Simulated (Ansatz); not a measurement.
Ge and the effect of the functional

The cell as given:

```
Ge
1.0
     0.00000    2.82891    2.82891
     2.82891    0.00000    2.82891
     2.82891    2.82891    0.00000
Ge
2
Direct
  0.75000 0.75000 0.75000
  0.50000 0.50000 0.50000
```

Kept alike: task relaxation of cell and atoms; k mesh 8 × 8 × 8; occupations fermi-dirac, width 0.05 eV; no spin polarisation. Program: Ansatz, Ansatz PAW. Cutoffs run from 420 to 500 eV. The mesh is that of the run's cell of 2 atoms. No spin-orbit coupling.

```csv
functional,band gap (eV),volume (Å³/atom)
BLYP,0.05 or less,25.446
LDA,0.05 or less,22.208
PBE,0.05 or less,23.908
PBEsol,0.05 or less,22.860
RPBE,0.05 or less,24.590
r2SCAN,0.363,22.828
revPBE,0.05 or less,24.397
```

Gaps hold for each row's own relaxed cell. The relaxations keep at least the cell's symmetry (Fd-3m). Relaxations stop with a little pressure left, so the last digits of a volume or edge aren't settled. A gap read on the mesh alone can miss an edge between its points. All rows use potentials made for PBE.

Problem. What does the functional change here?

Solution. The band gap runs from 0.05 or less (BLYP; LDA; PBE; PBEsol; RPBE; revPBE) to 0.363 eV (r2SCAN). The volume runs from 22.208 (LDA) to 25.446 Å³/atom (BLYP). From PBE: BLYP +1.538; LDA -1.700; PBEsol -1.048; RPBE +0.682; r2SCAN -1.080; revPBE +0.489. Measured: 22.64 Å³/atom at 298.15 K (COD entry, doi:10.1107/S0021889875010965); nearest r2SCAN, 0.19 Å³/atom off. The runs are for a static lattice.
